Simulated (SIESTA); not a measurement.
Runs of SIESTA 5.4.2 on BaTe. Symmetry: Fm-3m, No. 225, cubic system. Conventional cell: a = 6.820 Å, b = 6.820 Å, c = 6.820 Å, α = 90.00°, β = 90.00°, γ = 90.00°. Around Ba (site symmetry m-3m) lie 6 Te at 3.41 Å. Te (site symmetry m-3m) has 6 Ba at 3.41 Å as nearest neighbours. 

```tsv
task	level	potentials or basis	broadening (eV)	window to (eV)	optical mesh offset	gap on the mesh (eV)	pressure (GPa)
band structure	PBEsol	PseudoDojo 0.4 standard (PBEsol files), DZP (energy shift 0.003 Ry; two zetas on semicore shells; d shell added on Ba)	-	-	-	(a)	2.7
optical spectrum	PBE	PseudoDojo 0.4 standard (PBE files), DZP (energy shift 0.003 Ry; two zetas on semicore shells; d shell added on Ba)	0.3 eV	40 eV	true	1.36	4.6
band structure	PBE	PseudoDojo 0.4 standard (PBE files), DZP (energy shift 0.003 Ry; two zetas on semicore shells; d shell added on Ba)	-	-	-	1.36	4.6
band structure	LDA	PseudoDojo 0.4 standard (LDA files), DZP (energy shift 0.003 Ry; two zetas on semicore shells; d shell added on Ba)	-	-	-	1.28	1.6
```

Alike in all rows: no spin polarisation; cell as given; k mesh 7 × 7 × 7; smearing fermi-dirac 0.05 eV; grid cutoff 500 Ry; energy shift 0.003 Ry.

Q: Estimate the missing entries.

A: (a) 1.29.

Caveats: this set's barium file shifts pressures by up to 1 GPa against other sets; spin-orbit coupling is left out, which moves the levels of the heavy elements; the basis of atomic orbitals isn't converged, which shifts pressures, moduli and gaps; the basis holds too few empty states to meet the f-sum rule, so the spectrum is short of weight at high energy (some runs); spectra need much finer meshes, so this one isn't converged (some runs); independent-particle spectra lack excitons (some runs); an odd mesh through Γ misses points on the zone boundary, where band edges often lie (some runs).

A k mesh can miss the band edges, and the runs leave out spin-orbit coupling on Ba, Te.
